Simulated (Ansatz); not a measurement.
**AlNi (P4/mmm), an elastic constant from a strain scan**

Computed with DFT PBE, scalar-relativistic, plane waves, PAW (Ansatz 0.2.0). The runs took a 420 eV cutoff, a Γ-centred 20×20×20 mesh and Gaussian smearing (0.15 eV). No spin polarisation. A magnetic state may lie lower. Energies are free energies at this smearing, counted from the undisturbed cell; pressure is positive in compression.

The undisturbed cell (relaxed at this level; it needn't be the usual structure):

```yaml
crystal:
  lattice:
    - [2.04281, -2.04281, 0.00000]
    - [2.04281, 2.04281, 0.00000]
    - [0.00000, 0.00000, 2.90114]
  atoms:
    - { symbol: Al, position: [0.00000, 0.00000, 0.00000] }
    - { symbol: Ni, position: [0.50000, 0.50000, 0.50000] }
```

The cell is strained by ε times the Voigt pattern (1, 1, 0, 0, 0, 0) (xx, yy, zz, yz, xz, xy; engineering shear) with fractional coordinates fixed. The cell holds 2 atoms in V0 = 24.21 Å³. The stress column is τ = (1/V0) dE/dε, got from the stress tensor σ (compression positive) at each point as −det(1 + εP) σ : P(1 + εP)⁻¹, with P the pattern as a tensor.

```
      ε  ΔE (meV/atom)  τ (GPa)
-0.0200         11.260  -15.031
-0.0150          6.325  -11.125
-0.0100          2.839   -7.361
-0.0050          0.747   -3.736
 0.0000          0.000   -0.246
 0.0050          0.547    3.111
 0.0100          2.337    6.340
 0.0150          5.324    9.442
 0.0175          7.251   10.946
 0.0200              ?        ?
```

Q: Which combination of elastic constants does this scan measure, and how large is it?

A: For small ε, τ = τ0 + Kε with K = pᵀCp, which for this pattern is C11 + C22 + 2 C12 in the Cartesian frame shown. The parabola through τ at ε = -0.0050, 0 and 0.0050 has slope K = 685 GPa at zero. The energies per cell, E = NΔE, of the same two points give K = 2[E(ε₊)/ε₊ − E(ε₋)/ε₋]/[(ε₊ − ε₋)V0] = 685 GPa, in agreement.

Q: Predict the withheld row at ε = 0.0200 from the harmonic law, and compare.

A: ΔE = V0(τ0 ε + Kε²/2)/N = 9.976 meV/atom and τ = 13.45 GPa. The calculation gives 9.458 meV/atom and 12.42 GPa: the energy lies 5 % below the harmonic value, as bonds soften when stretched.

In a metal these slopes depend on the k mesh and the smearing.

Cost: 10 runs of about 1.7 core-minutes in all, on AMD EPYC 7R43 (Zen 3) (shared hosts).